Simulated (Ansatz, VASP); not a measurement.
**Two plane-wave programs on Sb**

File INCAR:

```
SYSTEM = Sb
PREC = Accurate ; ENCUT = 520
EDIFF = 1E-6 ; ISMEAR = 0
SIGMA = 0.15 ; LREAL = .False.
LASPH = .True. ; NELM = 80
ALGO = Normal ; ISIF = 2
LWAVE = .False. ; LCHARG = .True.
GGA = PS ; LELF = .True.
LVHAR = .True. ; NBANDS = 8
```

File KPOINTS:

```
Automatic mesh
0
Gamma
  16 16 16
  0 0 0
```

The input POSCAR:

```
Sb
1.0
    3.1600000000      0.0000000000      0.0000000000
    0.0000000000      3.3022000000      0.0000000000
    0.0000000000      0.0000000000      3.1600000000
Sb
1
Direct
    0.0000000000      0.0000000000      0.0000000000
```

Input for Ansatz:

```yaml
crystal:
  lattice:
    - [3.16, 0.0, 0.0]
    - [0.0, 3.3022, 0.0]
    - [0.0, 0.0, 3.16]
  atoms:
    - { symbol: Sb, position: [0.0, 0.0, 0.0] }
basis:
  ecutwfc: 420
kpoints:
  mp_grid: { grid: [16, 16, 16] }
hamiltonian:
  xc: pbesol
scf:
  occupations: { method: gaussian, width: 0.15 }
output:
  forces: true
  stress: true
  eigenvalues: true
```

Change from the starting cell: strain +0.0450 x Voigt [0, 1, 0, 0, 0, 0], atoms carried along.

Alike in both runs: task single point; functional PBEsol; k mesh 16 × 16 × 16; occupations gaussian, width 0.15 eV; no spin polarisation.

|  | VASP | Ansatz |
| --- | --- | --- |
| version | VASP 6.6.1 | Ansatz 0.2.0 |
| potentials or method | VASP PAW PBE potentials, release 64 (Sb) | scalar-relativistic, plane waves, PAW |
| plane-wave cutoff (eV) | 520 | 420 |
| valence electrons in the cell | 5 | 15 |

```csv
,VASP,Ansatz,Ansatz less VASP
gap on the k mesh at the Fermi level (eV),none,none,-
pressure (GPa),-6.2,-6.2,-0.01
largest component of the traceless stress (GPa),1.92,1.90,-0.019
```

A gap of «none» marks a metal or a gap that the smearing closes. The functional is the same, so the differences come from potentials, cutoffs and numerics. The two sets of potentials don't hold the same shells in valence.

Caveats: the PAW data sets were made with another functional, which shifts forces and pressure a little (VASP). Spin-orbit coupling is left out, which matters for the levels of Sb.
